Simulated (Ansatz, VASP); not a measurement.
Two plane-wave programs on Bi

```
CELL_PARAMETERS angstrom
2.28131 -6.39762 0.00000
2.28131 6.39762 0.00000
0.00000 0.00000 5.00458
ATOMIC_POSITIONS crystal
Bi 0.11925 0.88075 0.95976
Bi 0.61925 0.38075 0.54024
Bi 0.88075 0.11925 0.04024
Bi 0.38075 0.61925 0.45976
```

Alike in both runs: functional PBE; k mesh 8 × 8 × 8; occupations gaussian, width 0.01 eV; no spin polarisation.

Ansatz relaxed the structure, and its values are those at the end. VASP's run is a single point on that final structure, the one shown.

|  | VASP | Ansatz |
| --- | --- | --- |
| version | VASP 6.6.1 | Ansatz 0.2.0 |
| potentials or method | VASP PAW PBE potentials, release 64 (Bi_d) | scalar-relativistic, plane waves, PAW |
| plane-wave cutoff (eV) | 520 | 420 |
| valence electrons in the cell | 60 | 60 |

|  | VASP | Ansatz | Ansatz less VASP |
| --- | --- | --- | --- |
| gap on the k mesh at the Fermi level (eV) | none | none | - |
| pressure (GPa) | -0.1 | 0.0 | +0.09 |
| rms of the force components (eV/Å) | 0.008 | 0.003 | -0.0050 |

A gap of «none» marks a metal or a gap that the smearing closes. The functional is the same, so the differences come from potentials, cutoffs and numerics.

Caveats: spin-orbit coupling is left out, which moves the levels of the heavy elements.
